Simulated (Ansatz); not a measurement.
The cell of HfC is invented: ordered vacancies on the cation sites of antifluorite (F-43m, No. 216) (occupants of the shared sites, in ratio, Hf: 1, vacant: 1). Lengths were set from tabulated atomic sizes, so they are only a guess.

```
CELL_PARAMETERS angstrom
0.00000 2.70893 2.70893
2.70893 0.00000 2.70893
2.70893 2.70893 0.00000
ATOMIC_POSITIONS crystal
Hf 0.75000 0.75000 0.75000
C 0.00000 0.00000 0.00000
```

Level of theory: DFT PBE, scalar-relativistic, plane waves, PAW in Ansatz. Cutoff 420 eV, Gaussian smearing, Γ-centred meshes. Cell and atoms relax first on a coarse mesh and then on a converged one. In between, the cell is made exact in the group found at 0.06 Å. The steps can't lower the symmetry of their start. No spin polarisation.

A guess keeps its type if space group and coordination stay and the shape of the cell changes little (axis ratios within about 15 %, angles within 6°); the volume may change.

Problem. Does this structure survive the relaxation?

Solution. It keeps its type: symmetry leaves only the cell edge free. The symmetry stays F-43m (No. 216). The end has the zinc blende type. The volume per atom shrinks by 19.3 %, from 19.9 to 16.0 Å³. The shortest distance goes from 2.35 Å (Hf–C) to 2.18 Å (Hf–C). Counting neighbours within 15 % of an atom's shortest distance, the start has C 4, Hf 4 and the end C 4, Hf 4.

Formation energies are uncorrected and refer to the elements' standard structures at the same level.

Problem. At what energy does it end?

Solution. −0.283 eV/atom. It lies below the elements, which doesn't yet make it stable against other compounds or structures.

The last run used a 12×12×12 mesh for its 2-atom cell and Gaussian smearing of 0.02 eV. These runs have no spin–orbit coupling, which can matter for Hf. The reference form of C is held partly by dispersion forces, which this level lacks. A structure relaxed within its symmetry needn't be a true minimum.
